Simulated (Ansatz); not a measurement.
A calculation with the code Ansatz. Plane-wave DFT: an element X is put into a periodic supercell of the crystal below and the atoms relax. X is one of the candidates, and is told by the neutral defect's formation energy over the elements (uncorrected), its moments where the run had spin, and its relaxed neighbours, eight at most.

```
cell
1.0
     0.0000    2.7169    2.7169
     2.7169    0.0000    2.7169
     2.7169    2.7169    0.0000
Si
2
Direct
  0.2500 0.2500 0.2500
  0.0000 0.0000 0.0000
```

host atoms in supercell: 32
functional: PBEsol
wave cutoff: 420 eV
k mesh: 2, 2, 2
k shift: 0.5, 0.5, 0.5 mesh steps
gaussian smearing: 0.02 eV
start displacement: 0 angstrom
electrons started on: no chosen atoms
candidate elements: Li, N, F, Al, S, Hf
found formation energy: 2.662 eV
found largest move from host sites: 0.222 angstrom

| supercell vector | supercell times a (host cell vectors) | supercell times b (host cell vectors) | supercell times c (host cell vectors) |
| --- | --- | --- | --- |
| A | -1 | -1 | -1 |
| B | -1 | -1 | 3 |
| C | -1 | 3 | -1 |

```csv
change element,change kind,change place a (host cell vectors),change place b (host cell vectors),change place c (host cell vectors)
X,on Si,-1.75,0.25,1.25
```

```csv
found neighbour element,found neighbour distance (angstrom)
Si,2.575
Si,2.575
Si,2.575
Si,2.575
```

Problem. Which element is X?

Solution. Hf.

Caveats: the atoms kept the symmetry of the start, so a distorted state could lie lower; the supercell is small.
